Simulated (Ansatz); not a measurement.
WS₂ (space group R3m) relaxed with several functionals in Ansatz (plane waves to 420 eV, scalar-relativistic PAW, no spin-orbit coupling, symmetry kept). The database cell has 17.74 Å³/atom; its temperature or method isn't stated, so the comparison with it is no error of the functional. No moments.

```
functional conventional cell V (Å³/atom) against the database cell (%) gap on mesh (eV) largest moment (μB)
PBE+D3(BJ) a = 3.157 Å, b = 3.157 Å, c = 18.118 Å, α = 90.00°, β = 90.00°, γ = 120.00°        17.38                           -2.1              0.91                 0.00
       LDA  a = 3.130 Å, b = 3.130 Å, c = 18.168 Å, α = 90.00°, β = 90.00°, γ = 120.00°        17.13                           -3.5              0.87                 0.00
       PBE  a = 3.188 Å, b = 3.188 Å, c = 22.311 Å, α = 90.00°, β = 90.00°, γ = 120.00°        21.82                           23.0              1.63                 0.00
```

This form isn't the usual stable structure of the compound.